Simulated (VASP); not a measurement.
# Pt (Fm-3m) in VASP: notebook

One crystal, Pt, is run at these levels: PBEsol, r2SCAN; tasks: single point.

Everything below comes from runs of VASP 6.6.1. Logs are shortened: lines on timing, memory, paths and dates and some standing lists are left out, and cuts for length are marked.

**1. The crystal as given**

Symmetry: Fm-3m, No. 225, cubic system. The conventional cell has a = 3.917 Å, b = 3.917 Å, c = 3.917 Å, α = 90.00°, β = 90.00°, γ = 90.00°. Pt (site symmetry m-3m) has 12 Pt at 2.77 Å as nearest neighbours.

**2. Single point, PBEsol**

INCAR reads:

```
SYSTEM = Pt
ALGO = Fast
EDIFF = 1E-7
ENCUT = 900
GGA = PS
ISIF = 2
ISMEAR = 0
LASPH = .TRUE.
LCHARG = .TRUE.
LELF = .TRUE.
LREAL = .FALSE.
LVHAR = .TRUE.
LWAVE = .FALSE.
NBANDS = 11
NELM = 100
PREC = Accurate
SIGMA = 0.1
```

KPOINTS reads:

```
k-points
0
G
  18 18 18
  0 0 0
```

POSCAR reads:

```
Pt
1.0
    0.0000000000      1.9583100000      1.9583100000
    1.9583100000      0.0000000000      1.9583100000
    1.9583100000      1.9583100000      0.0000000000
Pt
1
Direct
    0.0000000000      0.0000000000      0.0000000000
```

Potentials or basis: VASP PAW PBE potentials, release 64 (Pt).

Run with:

```sh
cat potpaw_PBE.64/Pt/POTCAR > POTCAR
mpirun -np 1 vasp_std > vasp.out
```

OUTCAR:

```text
SYSTEM = Pt
   EDIFF = 1E-7
   ENCUT = 900
   GGA = PS
   ISIF = 2
   ISMEAR = 0
   LASPH = .TRUE.
   LREAL = .FALSE.
   NELM = 100
   PREC = Accurate

 ion  position               nearest neighbor table
   1  0.000  0.000  0.000-

  LATTYP: Found a face centered cubic cell.
 ALAT       =     3.9166200000

  Lattice vectors:

 A1 = (   0.0000000000,   1.9583100000,   1.9583100000)
 A2 = (   1.9583100000,   0.0000000000,   1.9583100000)
 A3 = (   1.9583100000,   1.9583100000,   0.0000000000)

Analysis of symmetry for initial positions (statically):
=====================================================================
 Subroutine PRICEL returns:
 Original cell was already a primitive cell.

 Routine SETGRP: Setting up the symmetry group for a
 face centered cubic supercell.

 Subroutine GETGRP returns: Found 48 space group operations
 (whereof 48 operations were pure point group operations)
 out of a pool of 48 trial point group operations.

The static configuration has the point symmetry O_h .

Analysis of symmetry for dynamics (positions and initial velocities):
=====================================================================
 Subroutine PRICEL returns:
 Original cell was already a primitive cell.

 Routine SETGRP: Setting up the symmetry group for a
 face centered cubic supercell.

 Subroutine GETGRP returns: Found 48 space group operations
 (whereof 48 operations were pure point group operations)
 out of a pool of 48 trial point group operations.

The dynamic configuration has the point symmetry O_h .

 Subroutine INISYM returns: Found 48 space group operations
 (whereof 48 operations are pure point group operations),
 and found     1 'primitive' translations

----------------------------------------------------------------------------------------

                                     Primitive cell

  volume of cell :      15.0202

  direct lattice vectors                    reciprocal lattice vectors
     0.000000000  1.958310000  1.958310000    -0.255322191  0.255322191  0.255322191
     1.958310000  0.000000000  1.958310000     0.255322191 -0.255322191  0.255322191
     1.958310000  1.958310000  0.000000000     0.255322191  0.255322191 -0.255322191

  length of vectors
     2.769468561  2.769468561  2.769468561     0.442231007  0.442231007  0.442231007

  position of ions in fractional coordinates (direct lattice)
     0.000000000  0.000000000  0.000000000

  ion indices of the primitive-cell ions
   primitive index   ion index
                 1           1

----------------------------------------------------------------------------------------

 KPOINTS: k-points

Automatic generation of k-mesh.
 Grid dimensions read from file:
 generate k-points for:   18   18   18

 Generating k-lattice:

  Cartesian coordinates                     Fractional coordinates (reciprocal lattice)
    -0.014184566  0.014184566  0.014184566     0.055555556  0.000000000  0.000000000
     0.014184566 -0.014184566  0.014184566     0.000000000  0.055555556  0.000000000
     0.014184566  0.014184566 -0.014184566     0.000000000  0.000000000  0.055555556

  Length of vectors
     0.024568389  0.024568389  0.024568389

  Shift w.r.t. Gamma in fractional coordinates (k-lattice)
     0.000000000  0.000000000  0.000000000

 Subroutine IBZKPT returns following result:
 ===========================================

 Found    195 irreducible k-points:

 Following reciprocal coordinates:
            Coordinates               Weight
  0.000000  0.000000  0.000000      1.000000
  0.055556  0.000000  0.000000      8.000000
  0.111111  0.000000  0.000000      8.000000
  0.166667  0.000000  0.000000      8.000000
  0.222222  0.000000  0.000000      8.000000
  0.277778  0.000000  0.000000      8.000000
[... 16 lines left out ...]
 -0.277778  0.055556  0.000000     24.000000
 -0.222222  0.055556  0.000000     24.000000
 [... further k-points ...]
   k-points           NKPTS =    195   k-points in BZ     NKDIM =    195   number of bands    NBANDS=     11
   number of dos      NEDOS =    301   number of ions     NIONS =      1
   total plane-waves  NPLWV =  21952
   dimension x,y,z NGX =    28 NGY =   28 NGZ =   28
   dimension x,y,z NGXF=    56 NGYF=   56 NGZF=   56
   ions per type =               1
   NGX,Y,Z   is equivalent  to a cutoff of  16.81, 16.81, 16.81 a.u.
   NGXF,Y,Z  is equivalent  to a cutoff of  33.62, 33.62, 33.62 a.u.
 SYSTEM =  Pt
   PREC   = accura    normal or accurate (medium, high low for compatibility)
   ISTART =      0    job   : 0-new  1-cont  2-samecut
   ICHARG =      2    charge: 1-file 2-atom 10-const
   ISPIN  =      1    spin polarized calculation?
   LNONCOLLINEAR =      F non collinear calculations
   LSORBIT =      F    spin-orbit coupling
   LASPH  =      T    aspherical Exc in radial PAW
   ENCUT  =  900.0 eV  66.15 Ry    8.13 a.u.   6.77  6.77  6.77*2*pi/ulx,y,z
   NELM   =    100;   NELMIN=  2; NELMDL= -5     # of ELM steps
   EDIFF  = 0.1E-06   stopping-criterion for ELM
   LREAL  =      F    real-space projection
   EDIFFG = 0.1E-05   stopping-criterion for IOM
   NSW    =      0    number of steps for IOM
   IBRION =     -1    ionic relax: 0-MD 1-quasi-New 2-CG
   NFREE  =      0    steps in history (QN), initial steepest desc. (CG)
   ISIF   =      2    stress and relaxation
   ISYM   =      2    0-nonsym 1-usesym 2-fastsym
   POTIM  = 0.5000    time-step for ionic-motion
   TEBEG  =    0.0;   TEEND  =   0.0 temperature during run
   PSTRESS=    0.0 pullay stress
   NELECT =      10.0000    total number of electrons
   NUPDOWN=      -1.0000    fix difference up-down
   EMIN   =  10.00;   EMAX   =-10.00  energy-range for DOS
   EFERMI =   0.00;   METHOD = LEGACY
   ISMEAR =     0;   SIGMA  =   0.10  broadening in eV -4-tet -1-fermi 0-gaus
   EFERMI_NEDOS =   21; number of points for ismear=-14 and -15
   IALGO  =     68    algorithm
   IMIX   =      4    mixing-type and parameters
     AMIX     =   0.40;   BMIX     =  1.00
     AMIX_MAG =   1.60;   BMIX_MAG =  1.00
  volume/ion in A,a.u.               =      15.02       101.36
  Fermi-wavevector in a.u.,A,eV,Ry     =   1.429497  2.701359 27.803002  2.043463
  Thomas-Fermi vector in A             =   2.549445
   LORBIT       =      0    0 simple, 1 ext, 2 COOP (PROOUT), +10 PAW based schemes
   GGA     = PS    functional components
   LHFCALC =     F    Hartree Fock is set to
   AEXX    =    0.0000 exact exchange contribution
   IVDW    =     0    specifies the selected vdW correction
   LEPSILON=     F    determine dielectric tensor
   LRPA    =     F    only Hartree local field effects (RPA)
 non-spin polarized calculation
 RMM-DIIS sequential band-by-band and
 Gauss-broadening in eV      SIGMA  =   0.10
  energy-cutoff  :      900.00
  volume of cell :       15.02
 maximum number of plane-waves:       941
   NGX = 13   NGY = 13   NGZ = 13

 number of electron      10.0000000 magnetization

 Free energy of the ion-electron system (eV)
  ---------------------------------------------------
  ext. energy  EPLUGINS =         0.00000000
  ---------------------------------------------------
  free energy    TOTEN  =        -6.96522406 eV

  energy without entropy =       -6.95460120  energy(sigma->0) =       -6.95991263

 E-fermi :  11.1757     XC(G=0): -13.6523

 val. band max:       11.1751727088   @ k =  -0.3333   0.3889   0.1111
 cond. band min:      11.1863677345   @ k =   0.3889   0.2222   0.0000
 fundamental gap:      0.0111950258
 Fermi energy:        11.1756704326

 k-point     1 :       0.0000    0.0000    0.0000
  band No.  band energies     occupation
      1       0.8327      2.00000
      2       7.3421      2.00000
      3       7.3421      2.00000
      4       7.3421      2.00000
      5       9.5348      2.00000
      6       9.5348      2.00000
      7      25.7876      0.00000
      8      30.7676      0.00000
      9      30.7676      0.00000
     10      30.7676      0.00000
     11      36.0811      0.00000

 k-point     2 :       0.0556    0.0000    0.0000
  band No.  band energies     occupation
      1       0.9578      2.00000
      2       7.2851      2.00000
      3       7.3924      2.00000
      4       7.3924      2.00000
      5       9.5060      2.00000
      6       9.5060      2.00000
      7      25.9843      0.00000
      8      30.0931      0.00000
      9      30.9607      0.00000
     10      30.9607      0.00000
     11      36.8282      0.00000

 k-point     3 :       0.1111    0.0000    0.0000
  band No.  band energies     occupation
      1       1.3217      2.00000
      2       7.1385      2.00000
      3       7.5241      2.00000
      4       7.5241      2.00000
      5       9.4443      2.00000
      6       9.4443      2.00000
      7      26.5203      0.00000
      8      28.6839      0.00000
      9      31.5219      0.00000
     10      31.5219      0.00000
     11      37.6747      0.00000

 k-point     4 :       0.1667    0.0000    0.0000
  band No.  band energies     occupation
      1       1.8851      2.00000
      2       6.9739      2.00000
      3       7.6730      2.00000
      4       7.6730      2.00000
      5       9.4267      2.00000
      6       9.4267      2.00000
      7      27.0589      0.00000
      8      27.2221      0.00000
      9      32.3941      0.00000
     10      32.3941      0.00000
     11      36.1213      0.00000
[... 239 lines left out ...]
 k-point    22 :      -0.3333    0.0556    0.0000
  band No.  band energies     occupation
      1       3.7585      2.00000
      2       7.4444      2.00000
      3       7.5595      2.00000
      4       7.9506      2.00000
      5      10.2236      2.00000
      6      10.9717      1.99607
      7      20.8305      0.00000
      8      26.4650      0.00000
      9      30.8118      0.00000
     10      32.7883      0.00000
     11      35.9808      0.00000

 k-point    23 :      -0.2778    0.0556    0.0000
  band No.  band energies     occupation
      1       3.4557      2.00000
      2       7.1565      2.00000
      3       7.6287      2.00000
      4       7.7057      2.00000
      5       9.7246      2.00000
      6      10.4644      2.00000
      7      22.9011      0.00000
      8      27.1923      0.00000
      9      31.7413      0.00000
     10      34.3662      0.00000
     11      34.6086      0.00000

 k-point    24 :      -0.2222    0.0556    0.0000
  band No.  band energies     occupation
      1       2.8899      2.00000
      2       6.8373      2.00000
      3       7.7394      2.00000
      4       7.8085      2.00000
      5       9.3326      2.00000
      6      10.0210      2.00000
      7      24.8384      0.00000
      8      27.7132      0.00000
      9      32.2443      0.00000
     10      33.6519      0.00000
     11      34.9107      0.00000

 [... further k-points ...]

------------------------ aborting loop because EDIFF is reached ----------------------------------------

  FORCE on cell =-STRESS in cart. coord.  units (eV):
  Direction    XX          YY          ZZ          XY          YZ          ZX
  --------------------------------------------------------------------------------------
  -------------------------------------------------------------------------------------
  Total        0.0012894      0.0012894      0.0012894     -0.0000000     -0.0000000     -0.0000000
  in kB        0.1375347      0.1375347      0.1375347     -0.0000000     -0.0000000     -0.0000000
  external PRESSURE =       0.1375347 kB  Pullay stress =       0.0000000 kB

 VOLUME and BASIS-vectors are now :
 -----------------------------------------------------------------------------
  energy-cutoff  :      900.00
  volume of cell :       15.02
      direct lattice vectors                 reciprocal lattice vectors
     0.000000000  1.958310000  1.958310000    -0.255322191  0.255322191  0.255322191
     1.958310000  0.000000000  1.958310000     0.255322191 -0.255322191  0.255322191
     1.958310000  1.958310000  0.000000000     0.255322191  0.255322191 -0.255322191

 POSITION                                       TOTAL-FORCE (eV/Angst)
 -----------------------------------------------------------------------------------
      0.00000      0.00000      0.00000        -0.000000      0.000000     -0.000000
 -----------------------------------------------------------------------------------
    total drift:                               -0.000000     -0.000000     -0.000000

  FREE ENERGIE OF THE ION-ELECTRON SYSTEM (eV)
  ---------------------------------------------------
  free  energy   TOTEN  =        -6.9652240591 eV

  energy  without entropy=       -6.9546011966  energy(sigma->0) =       -6.95991263
```

Run time: 31 s. Hardware: 1 thread of Intel Xeon 6975P-C (Granite Rapids), shared host; peak memory 0.21 GiB.

Results:

```yaml
Free_energy: -6.9652 eV
Pressure: 0.0 GPa
Band_gap_on_the_k_mesh: none (metal or under the smearing width)
```

Levels at points of the mesh, in eV from the Fermi level:
```tsv
k point	band 3	band 4	band 5	band 6	band 7	band 8
(0.00, 0.00, 0.00)	-3.83	-3.83	-1.64	-1.64	14.61	19.59
(0.50, 0.00, 0.00)	-3.89	-0.57	0.04	0.04	5.83	14.17
(0.50, 0.50, 0.00)	0.02	0.49	0.49	1.70	8.87	11.35
```

Caveat: the PAW data sets were made with another functional, which shifts forces and pressure a little. Spin-orbit coupling is left out, which matters for the levels of Pt.

**3. Single point, r2SCAN**

INCAR reads:

```
SYSTEM = Pt
ALGO = Normal
EDIFF = 1E-7
ENCUT = 520
ISIF = 2
ISMEAR = 0
LASPH = .TRUE.
LCHARG = .TRUE.
LELF = .TRUE.
LMIXTAU = .TRUE.
LREAL = .FALSE.
LVHAR = .TRUE.
LWAVE = .FALSE.
METAGGA = R2SCAN
NBANDS = 11
NELM = 100
PREC = Accurate
SIGMA = 0.1
```

KPOINTS is that of step 2.

POSCAR is that of step 2.

Potentials or basis: VASP PAW PBE potentials, release 64 (Pt).

Run with:

```sh
cat potpaw_PBE.64/Pt/POTCAR > POTCAR
mpirun -np 1 vasp_std > vasp.out
```

Run time: 53 s. Hardware: 1 thread of Intel Xeon 6975P-C (Granite Rapids), shared host; peak memory 0.17 GiB.

The run converged. Its results:

```yaml
Free_energy: -51.4960 eV
Pressure: 5.9 GPa
Band_gap_on_the_k_mesh: none (metal or under the smearing width)
```

Levels at points of the mesh, in eV from the Fermi level:
| k point | band 3 | band 4 | band 5 | band 6 | band 7 | band 8 |
| --- | --- | --- | --- | --- | --- | --- |
| (0.00, 0.00, 0.00) | -3.95 | -3.95 | -1.76 | -1.76 | 15.47 | 20.66 |
| (0.50, 0.00, 0.00) | -4.05 | -0.32 | 0.02 | 0.02 | 6.19 | 15.11 |
| (0.50, 0.50, 0.00) | -0.06 | 0.52 | 0.52 | 1.94 | 9.39 | 12.04 |

Caveat: the PAW data sets were made with another functional, which shifts forces and pressure a little. The run has no spin-orbit coupling, so splittings on Pt are missing.
